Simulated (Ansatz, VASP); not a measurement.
One calculation of Sn, two programs

The input INCAR:

```
SYSTEM = Sn
PREC = Accurate
ENCUT = 520
EDIFF = 1E-6
ISMEAR = -1
SIGMA = 0.02
LREAL = .FALSE.
LASPH = .TRUE.
NELM = 60
ALGO = Normal
ISIF = 2
LWAVE = .FALSE.
LCHARG = .TRUE.
LELF = .TRUE.
LVHAR = .TRUE.
NBANDS = 21
```

KPOINTS

```
Automatic mesh
0
G
  6 6 6
  0 0 0
```

POSCAR

```
Sn
1.0
    0.0000000000      3.2844597808      3.2844597808
    3.2844597808      0.0000000000      3.2844597808
    3.2844597808      3.2844597808      0.0000000000
Sn
2
Direct
    0.0000000000      0.0000000000      0.0000000000
    0.2500000000      0.2500000000      0.2500000000
```

Input for Ansatz:

```yaml
crystal:
  lattice:
    - [0.0, 3.2844597808, 3.2844597808]
    - [3.2844597808, 0.0, 3.2844597808]
    - [3.2844597808, 3.2844597808, 0.0]
  atoms:
    - { symbol: Sn, position: [0.0, 0.0, 0.0] }
    - { symbol: Sn, position: [0.25, 0.25, 0.25] }
kpoints:
  mp_grid: { grid: [6, 6, 6] }
  band_path:
    path:
      - [0.0, 0.0, 0.0]
      - [0.5, 0.0, 0.5]
      - [0.625, 0.25, 0.625]
      - [0.375, 0.375, 0.75]
      - [0.5, 0.5, 0.5]
      - [0.5, 0.25, 0.75]
    npoints: 1
hamiltonian:
  xc: lda
scf:
  occupations: { method: fermi_dirac, width: 0.02 }
  n_extra_bands: 4
output:
  forces: true
  stress: true
  eigenvalues: true
```

Alike in both runs: task single point; functional LDA; k mesh 6 × 6 × 6; occupations fermi-dirac, width 0.02 eV; no spin polarisation.

|  | VASP | Ansatz |
| --- | --- | --- |
| version | VASP 6.6.1 | Ansatz 0.2.0 |
| potentials or method | VASP PAW LDA potentials, release 64 (Sn_d) | plane waves, PAW |
| plane-wave cutoff (eV) | 520 | 420 |
| valence electrons in the cell | 28 | 28 |

```tsv
	VASP	Ansatz	Ansatz less VASP
pressure (GPa)	-1.7	-1.7	-0.02
```
